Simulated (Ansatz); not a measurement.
Reaction (formal exchange of groups at the Sn–N bond): `[NH2][Sn][SH]` + `CCCCl` → `[SH][Sn][Cl]` + `CCCN`

Program: Ansatz. Geometries: PBE0-D4/def2-TZVP. ΔE: electronic, gas phase. CCSD(T)/CBS adds triple-zeta CCSD(T) − MP2 to the extrapolated MP2 energy (def2 sets, frozen cores). Functionals use def2-TZVPP. def2 core potentials past Kr. For Sn outer-core shells are correlated without core-valence functions, which leaves a few kJ/mol of doubt a bond. Each species was taken in one conformer, which may not be the lowest.

| level | ΔE (kcal/mol) |
| --- | --- |
| PBE0-D4 | -19.0 |
| r2SCANh-D4 | -18.4 |
| ωB97X-V | -17.9 |
| BHLYP | -20.0 |

**Question.** What does CCSD(T)/CBS give? (Estimate.)

**Answer.** Ansatz gave: -17.2 kcal/mol. The listed levels differ from it by -1.8, -1.2, -0.7, -2.8 kcal/mol.

Largest T1 diagnostic among the species: 0.016.

From BLYP to BHLYP (50 % exact exchange), in def2-TZVPP and without D4, ΔE moves by −1.4 kcal/mol. Leaving LDA and LC-ωPBE aside and taking each functional with its dispersion term where it has one, the values, not all of them listed here, spread over 2.0 kcal/mol, from B97M-V to BLYP-D4. LDA lies +0.8 kcal/mol from PBE without D4.

CCSD(T)/CBS has its own doubt, a few kJ/mol and more with outer-core shells, so smaller differences from it don't rank the levels.
